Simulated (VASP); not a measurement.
# Zr (P6_3/mmc) in VASP: core levels with PBE

Aim: the core levels of Zr with PBE.

Program: VASP 6.6.1. These are calculated values, not measurements. Logs are shortened: lines on timing, memory, paths and dates and some standing lists are left out, and cuts for length are marked.

### 1 Starting point

The structure is hexagonal, space group P6_3/mmc (No. 194). Conventional cell: a = 3.233 Å, b = 3.233 Å, c = 5.149 Å, α = 90.00°, β = 90.00°, γ = 120.00°. Zr (site symmetry -6m2) has 12 Zr at 3.18 to 3.23 Å as nearest neighbours.

### 2 Core levels, PBE

The input, INCAR:

```
SYSTEM = Zr
  PREC = Accurate
  ENCUT = 400
  EDIFF = 1E-7
  ISMEAR = 0
  SIGMA = 0.1
  LREAL = .False.
  LASPH = .True.
  NELM = 80
  ALGO = Normal
  ISIF = 2
  LWAVE = .False.
  LCHARG = .False.
  GGA = PE
  ICORELEVEL = 1
```

The input, KPOINTS:

```
Automatic mesh
0
Gamma
  6 6 4
  0 0 0
```

The input, POSCAR:

```
Zr
1.0
    6.4660000000      0.0000000000      0.0000000000
   -3.2330000000      5.5997202609      0.0000000000
    0.0000000000      0.0000000000     10.2980000000
Zr
16
Direct
    0.0000000000      0.0000000000      0.0000000000
    0.1666666667      0.3333333333      0.2500000000
    0.0000000000      0.0000000000      0.5000000000
    0.1666666667      0.3333333333      0.7500000000
    0.0000000000      0.5000000000      0.0000000000
    0.1666666667      0.8333333333      0.2500000000
    0.0000000000      0.5000000000      0.5000000000
    0.1666666667      0.8333333333      0.7500000000
    0.5000000000      0.0000000000      0.0000000000
    0.6666666667      0.3333333333      0.2500000000
    0.5000000000      0.0000000000      0.5000000000
    0.6666666667      0.3333333333      0.7500000000
    0.5000000000      0.5000000000      0.0000000000
    0.6666666667      0.8333333333      0.2500000000
    0.5000000000      0.5000000000      0.5000000000
    0.6666666667      0.8333333333      0.7500000000
```

Potentials or basis: VASP PAW PBE potentials, release 64 (Zr_sv).

Launch:

```console
> cat potpaw_PBE.64/Zr_sv/POTCAR > POTCAR
> mpirun -np 1 vasp_std > vasp.out
```

OUTCAR:

```text
SYSTEM = Zr
   PREC = Accurate
   ENCUT = 400
   EDIFF = 1E-7
   ISMEAR = 0
   LREAL = .False.
   LASPH = .True.
   NELM = 80
   ISIF = 2
   GGA = PE

 ion  position               nearest neighbor table
   1  0.000  0.000  0.000-  14 3.18  16 3.18   2 3.18   4 3.18   6 3.18   8 3.18   9 3.23   9 3.23
                            13 3.23   5 3.23   5 3.23  13 3.23
   2  0.167  0.333  0.250-  13 3.18  15 3.18   1 3.18   3 3.18   5 3.18   7 3.18  10 3.23  10 3.23
                             6 3.23   6 3.23  14 3.23  14 3.23
   3  0.000  0.000  0.500-  14 3.18  16 3.18   2 3.18   4 3.18   6 3.18   8 3.18  11 3.23  11 3.23
                             7 3.23   7 3.23  15 3.23  15 3.23
   4  0.167  0.333  0.750-  13 3.18  15 3.18   1 3.18   3 3.18   5 3.18   7 3.18  12 3.23  12 3.23
                            16 3.23   8 3.23   8 3.23  16 3.23
   5  0.000  0.500  0.000-  10 3.18  12 3.18   6 3.18   8 3.18   2 3.18   4 3.18  13 3.23  13 3.23
                             1 3.23   1 3.23   9 3.23   9 3.23
   6  0.167  0.833  0.250-   9 3.18  11 3.18   5 3.18   7 3.18   1 3.18   3 3.18  14 3.23  14 3.23
                            10 3.23   2 3.23   2 3.23  10 3.23
   7  0.000  0.500  0.500-  10 3.18  12 3.18   6 3.18   8 3.18   2 3.18   4 3.18  15 3.23  15 3.23
                            11 3.23   3 3.23   3 3.23  11 3.23
   8  0.167  0.833  0.750-   9 3.18  11 3.18   5 3.18   7 3.18   1 3.18   3 3.18  16 3.23  16 3.23
                             4 3.23   4 3.23  12 3.23  12 3.23
   9  0.500  0.000  0.000-   6 3.18   8 3.18  10 3.18  12 3.18  14 3.18  16 3.18   1 3.23   1 3.23
[... 22 lines left out ...]
 A1 = (   6.4660000000,   0.0000000000,   0.0000000000)
 A2 = (  -3.2330000000,   5.5997202609,   0.0000000000)
 A3 = (   0.0000000000,   0.0000000000,  10.2980000000)

Analysis of symmetry for initial positions (statically):
=====================================================================
 Subroutine PRICEL returns following result:

  LATTYP: Found a hexagonal cell.
 ALAT       =     3.2330000000
 C/A-ratio  =     1.5926384163

  Lattice vectors:

 A1 = (   3.2330000000,   0.0000000000,   0.0000000000)
 A2 = (  -1.6165000000,   2.7998601304,   0.0000000000)
 A3 = (   0.0000000000,   0.0000000000,   5.1490000000)

   8 primitive cells build up your supercell.

 Routine SETGRP: Setting up the symmetry group for a
 hexagonal supercell.

 Subroutine GETGRP returns: Found 24 space group operations
 (whereof 12 operations were pure point group operations)
 out of a pool of 24 trial point group operations.

The static configuration has the point symmetry D_3h.
 The point group associated with its full space group is D_6h.

Analysis of symmetry for dynamics (positions and initial velocities):
=====================================================================
 Subroutine PRICEL returns following result:

  LATTYP: Found a hexagonal cell.
 ALAT       =     3.2330000000
 C/A-ratio  =     1.5926384163

  Lattice vectors:

 A1 = (   3.2330000000,   0.0000000000,   0.0000000000)
 A2 = (  -1.6165000000,   2.7998601304,   0.0000000000)
 A3 = (   0.0000000000,   0.0000000000,   5.1490000000)

   8 primitive cells build up your supercell.

 Routine SETGRP: Setting up the symmetry group for a
 hexagonal supercell.

 Subroutine GETGRP returns: Found 24 space group operations
 (whereof 12 operations were pure point group operations)
 out of a pool of 24 trial point group operations.

The dynamic configuration has the point symmetry D_3h.
 The point group associated with its full space group is D_6h.

 Subroutine INISYM returns: Found 24 space group operations
 (whereof 12 operations are pure point group operations),
 and found     8 'primitive' translations

----------------------------------------------------------------------------------------

                                     Primitive cell

  volume of cell :      46.6085

  direct lattice vectors                    reciprocal lattice vectors
     3.233000000  0.000000000  0.000000000     0.309310238  0.178580349  0.000000000
    -1.616500000  2.799860130  0.000000000     0.000000000  0.357160699  0.000000000
     0.000000000  0.000000000  5.149000000     0.000000000  0.000000000  0.194212468

  length of vectors
     3.233000000  3.233000000  5.149000000     0.357160699  0.357160699  0.194212468

[... 63 lines left out ...]
   ions per type =              16
   NGX,Y,Z   is equivalent  to a cutoff of  10.80, 10.80, 11.30 a.u.
   NGXF,Y,Z  is equivalent  to a cutoff of  21.60, 21.60, 22.60 a.u.
 SYSTEM =  Zr
   PREC   = accura    normal or accurate (medium, high low for compatibility)
   ISTART =      0    job   : 0-new  1-cont  2-samecut
   ICHARG =      2    charge: 1-file 2-atom 10-const
   ISPIN  =      1    spin polarized calculation?
   LNONCOLLINEAR =      F non collinear calculations
   LSORBIT =      F    spin-orbit coupling
   LASPH  =      T    aspherical Exc in radial PAW
   ENCUT  =  400.0 eV  29.40 Ry    5.42 a.u.  10.54 10.54 16.79*2*pi/ulx,y,z
   NELM   =     80;   NELMIN=  2; NELMDL= -5     # of ELM steps
   EDIFF  = 0.1E-06   stopping-criterion for ELM
   LREAL  =      F    real-space projection
   EDIFFG = 0.1E-05   stopping-criterion for IOM
   NSW    =      0    number of steps for IOM
   IBRION =     -1    ionic relax: 0-MD 1-quasi-New 2-CG
   NFREE  =      0    steps in history (QN), initial steepest desc. (CG)
   ISIF   =      2    stress and relaxation
   ISYM   =      2    0-nonsym 1-usesym 2-fastsym
   POTIM  = 0.5000    time-step for ionic-motion
   TEBEG  =    0.0;   TEEND  =   0.0 temperature during run
   PSTRESS=    0.0 pullay stress
   NELECT =     192.0000    total number of electrons
   NUPDOWN=      -1.0000    fix difference up-down
   EMIN   =  10.00;   EMAX   =-10.00  energy-range for DOS
   EFERMI =   0.00;   METHOD = LEGACY
   ISMEAR =     0;   SIGMA  =   0.10  broadening in eV -4-tet -1-fermi 0-gaus
   EFERMI_NEDOS =   21; number of points for ismear=-14 and -15
   IALGO  =     38    algorithm
   IMIX   =      4    mixing-type and parameters
     AMIX     =   0.40;   BMIX     =  1.00
     AMIX_MAG =   1.60;   BMIX_MAG =  1.00
  volume/ion in A,a.u.               =      23.30       157.26
  Fermi-wavevector in a.u.,A,eV,Ry     =   1.312170  2.479643 23.426394  1.721791
  Thomas-Fermi vector in A             =   2.442581
   LORBIT       =      0    0 simple, 1 ext, 2 COOP (PROOUT), +10 PAW based schemes
   GGA     = PE    functional components
   LHFCALC =     F    Hartree Fock is set to
   AEXX    =    0.0000 exact exchange contribution
   IVDW    =     0    specifies the selected vdW correction
   LEPSILON=     F    determine dielectric tensor
   LRPA    =     F    only Hartree local field effects (RPA)
 non-spin polarized calculation
 Gauss-broadening in eV      SIGMA  =   0.10
  energy-cutoff  :      400.00
  volume of cell :      372.87
 maximum number of plane-waves:      6814
   NGX = 21   NGY = 21   NGZ = 33

 number of electron     192.0000000 magnetization

 Free energy of the ion-electron system (eV)
  ---------------------------------------------------
  ext. energy  EPLUGINS =         0.00000000
  ---------------------------------------------------
  free energy    TOTEN  =      -136.33503673 eV

  energy without entropy =     -136.24943347  energy(sigma->0) =     -136.29223510

 the core state eigenenergies are
   1-  1s -17807.3572  2s  -2454.5731  2p  -2187.0818  3s   -389.8747  3p   -302.7586
       3d   -159.8593
   2-  1s -17807.3572  2s  -2454.5731  2p  -2187.0818  3s   -389.8747  3p   -302.7586
       3d   -159.8593
   3-  1s -17807.3572  2s  -2454.5731  2p  -2187.0818  3s   -389.8747  3p   -302.7586
       3d   -159.8593
   4-  1s -17807.3572  2s  -2454.5731  2p  -2187.0818  3s   -389.8747  3p   -302.7586
       3d   -159.8593
   5-  1s -17807.3572  2s  -2454.5731  2p  -2187.0818  3s   -389.8747  3p   -302.7586
       3d   -159.8593
   6-  1s -17807.3572  2s  -2454.5731  2p  -2187.0818  3s   -389.8747  3p   -302.7586
       3d   -159.8593
   7-  1s -17807.3572  2s  -2454.5731  2p  -2187.0818  3s   -389.8747  3p   -302.7586
       3d   -159.8593
   8-  1s -17807.3572  2s  -2454.5731  2p  -2187.0818  3s   -389.8747  3p   -302.7586
       3d   -159.8593
   9-  1s -17807.3572  2s  -2454.5731  2p  -2187.0818  3s   -389.8747  3p   -302.7586
       3d   -159.8593
  10-  1s -17807.3572  2s  -2454.5731  2p  -2187.0818  3s   -389.8747  3p   -302.7586
       3d   -159.8593
  11-  1s -17807.3572  2s  -2454.5731  2p  -2187.0818  3s   -389.8747  3p   -302.7586
       3d   -159.8593
  12-  1s -17807.3572  2s  -2454.5731  2p  -2187.0818  3s   -389.8747  3p   -302.7586
       3d   -159.8593
  13-  1s -17807.3572  2s  -2454.5731  2p  -2187.0818  3s   -389.8747  3p   -302.7586
       3d   -159.8593
  14-  1s -17807.3572  2s  -2454.5731  2p  -2187.0818  3s   -389.8747  3p   -302.7586
       3d   -159.8593
  15-  1s -17807.3572  2s  -2454.5731  2p  -2187.0818  3s   -389.8747  3p   -302.7586
       3d   -159.8593
  16-  1s -17807.3572  2s  -2454.5731  2p  -2187.0818  3s   -389.8747  3p   -302.7586
       3d   -159.8593

 E-fermi :   8.9870     XC(G=0): -11.0776

 val. band max:        8.9866856211   @ k =   0.1667   0.1667   0.2500
 cond. band min:       9.0103292288   @ k =   0.1667   0.0000   0.5000
 fundamental gap:      0.0236436076
 Fermi energy:         8.9870364694

 k-point     1 :       0.0000    0.0000    0.0000
  band No.  band energies     occupation
      1     -39.8571      2.00000
      2     -39.7808      2.00000
      3     -39.7808      2.00000
      4     -39.7219      2.00000
      5     -39.7219      2.00000
      6     -39.7219      2.00000
[... 2320 lines left out ...]
    107       9.8109      0.00000
    108       9.8109      0.00000
 [bands above 108 left out]

------------------------ aborting loop because EDIFF is reached ----------------------------------------

  FORCE on cell =-STRESS in cart. coord.  units (eV):
  Direction    XX          YY          ZZ          XY          YZ          ZX
  --------------------------------------------------------------------------------------
  -------------------------------------------------------------------------------------
  Total        0.3048668      0.3048668      0.8717525      0.0000000      0.0000000     -0.0000000
  in kB        1.3099836      1.3099836      3.7458367      0.0000000      0.0000000     -0.0000000
  external PRESSURE =       2.1219346 kB  Pullay stress =       0.0000000 kB

 VOLUME and BASIS-vectors are now :
 -----------------------------------------------------------------------------
  energy-cutoff  :      400.00
  volume of cell :      372.87
      direct lattice vectors                 reciprocal lattice vectors
     6.466000000  0.000000000  0.000000000     0.154655119  0.089290175  0.000000000
    -3.233000000  5.599720261  0.000000000     0.000000000  0.178580349  0.000000000
     0.000000000  0.000000000 10.298000000     0.000000000  0.000000000  0.097106234

 POSITION                                       TOTAL-FORCE (eV/Angst)
 -----------------------------------------------------------------------------------
      0.00000      0.00000      0.00000        -0.000000      0.000000      0.000000
      0.00000      1.86657      2.57450         0.000000      0.000000      0.000000
      0.00000      0.00000      5.14900        -0.000000      0.000000     -0.000000
      0.00000      1.86657      7.72350         0.000000     -0.000000      0.000000
     -1.61650      2.79986      0.00000        -0.000000      0.000000      0.000000
     -1.61650      4.66643      2.57450         0.000000     -0.000000      0.000000
[... 8 lines left out ...]
      1.61650      2.79986      5.14900        -0.000000     -0.000000     -0.000000
      1.61650      4.66643      7.72350         0.000000      0.000000     -0.000000
 -----------------------------------------------------------------------------------
    total drift:                               -0.000005      0.000003     -0.000000

  FREE ENERGIE OF THE ION-ELECTRON SYSTEM (eV)
  ---------------------------------------------------
  free  energy   TOTEN  =      -136.3350367258 eV

  energy  without entropy=     -136.2494334713  energy(sigma->0) =     -136.29223510
```

It took 7.3 min on 1 thread of Intel Xeon 6975P-C (Granite Rapids), shared host; peak memory 0.57 GiB.

Results:

```yaml
Free_energy: -136.3350 eV
Pressure: 0.2 GPa
Band_gap_on_the_k_mesh: none (metal or under the smearing width)
```

Stress tensor (GPa, compression positive):
```
0.13 0.00 0.00
0.00 0.13 0.00
0.00 0.00 0.37
```

Core levels (eV, on the scale of the bands):
```tsv
atom	levels
1 Zr	1s -17807.4, 2s -2454.6, 2p -2187.1, 3s -389.9, 3p -302.8, 3d -159.9
2 Zr	1s -17807.4, 2s -2454.6, 2p -2187.1, 3s -389.9, 3p -302.8, 3d -159.9
3 Zr	1s -17807.4, 2s -2454.6, 2p -2187.1, 3s -389.9, 3p -302.8, 3d -159.9
4 Zr	1s -17807.4, 2s -2454.6, 2p -2187.1, 3s -389.9, 3p -302.8, 3d -159.9
5 Zr	1s -17807.4, 2s -2454.6, 2p -2187.1, 3s -389.9, 3p -302.8, 3d -159.9
6 Zr	1s -17807.4, 2s -2454.6, 2p -2187.1, 3s -389.9, 3p -302.8, 3d -159.9
```
